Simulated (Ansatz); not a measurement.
KBr: equation of state with r2SCAN+D3(BJ)

Crystal: KBr.

```xyz
2
Lattice="0.0000 3.3000 3.3000 3.3000 0.0000 3.3000 3.3000 3.3000 0.0000" Properties=species:S:1:pos:R:3 pbc="T T T"
Br    3.3000    3.3000    3.3000
K     0.0000    0.0000    0.0000
```

- Program: Ansatz 0.2.0
- Task: equation of state
- Functional: r2SCAN
- Dispersion: D3(BJ)
- Potentials or basis: Ansatz PAW
- Cutoff: 500 eV
- Density cutoff: 2000 eV
- k mesh: 7 × 7 × 7
- Occupations: fermi-dirac, width 0.05 eV
- Spin: no spin polarisation

```yaml
Equilibrium_volume: 35.08 Å³/atom
Bulk_modulus: 17.3 GPa
Pressure_derivative_of_the_bulk_modulus: 4.9
```

Energy against volume, from the lowest point:
| volume (Å³/atom) | energy (meV/atom) |
| --- | --- |
| 33.781 | 2.77 |
| 34.500 | 0.51 |
| 35.218 | 0.00 |
| 35.937 | 1.05 |
| 36.656 | 3.47 |
| 37.374 | 7.11 |
| 38.093 | 11.83 |

All runs of the series together: 14 s on 2 threads of Arm Neoverse V1, with other jobs on the host.

Caveat: the PAW data sets were made with another functional, which shifts forces and pressure a little.
